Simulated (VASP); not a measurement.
Input of a VASP 6.6.1 run:

Contents of INCAR:

```
SYSTEM = SnS2
PREC     = Accurate       ! precision mode
ENCUT    = 600            ! plane-wave cutoff, eV
EDIFF    = 1E-6           ! SCF threshold, eV
ISMEAR   = 0              ! smearing method
SIGMA    = 0.03           ! smearing width, eV
LREAL    = .False.        ! projectors in reciprocal space
LASPH    = .True.         ! aspherical terms in the spheres
NELM     = 80             ! most SCF steps
ALGO     = Normal         ! electronic algorithm
ISIF     = 3              ! what is computed and relaxed
LWAVE    = .False.        ! write WAVECAR
LCHARG   = .False.        ! write CHGCAR
GGA      = PE             ! functional
IVDW     = 12             ! dispersion correction
IBRION   = 2              ! ionic algorithm
NSW      = 90             ! ionic steps
EDIFFG   = -0.01          ! ionic threshold
LATTICE_CONSTRAINTS= .TRUE. .TRUE. .FALSE.
```

The input KPOINTS:

```
regular mesh
0
Gamma
  12 12 1
  0 0 0
```

POSCAR

```
SnS2
1.0
    3.6390000000      0.0000000000      0.0000000000
   -1.8195000000      3.1514664400      0.0000000000
    0.0000000000      0.0000000000     20.9340000000
S Sn
2 1
Direct
    0.6666666700      0.3333333300      0.4299226100
    0.3333333300      0.6666666700      0.5700773900
    0.0000000000      0.0000000000      0.5000000000
```

Potentials or basis: VASP PAW PBE potentials, release 64 (S, Sn_d).

Launch:

```sh
$ cat potpaw_PBE.64/S/POTCAR potpaw_PBE.64/Sn_d/POTCAR > POTCAR
$ mpirun -np 1 vasp_std > vasp.out
```

Predict the relaxed cell.

a = 3.663 Å, b = 3.663 Å, c = 20.934 Å, α = 90.00°, β = 90.00°, γ = 120.00°.

What does it give for the relaxed volume?

81.09 Å³/atom.

The path:
| step | energy change (eV) | largest force (eV/Å) | pressure (GPa) | volume (Å³) |
| --- | --- | --- | --- | --- |
| 1 | 0.0000 | 0.2851 | 0.54 | 240.08 |
| 2 | -0.0070 | 0.0476 | -0.24 | 246.28 |
| 3 | -0.0093 | 0.0593 | 0.01 | 244.19 |
| 4 | -0.0093 | 0.0549 | 0.00 | 244.27 |
| 5 | -0.0096 | 0.0336 | 0.00 | 243.90 |
| 6 | -0.0099 | 0.0031 | -0.01 | 243.27 |

 Zero-point motion and thermal expansion aren't in these numbers.
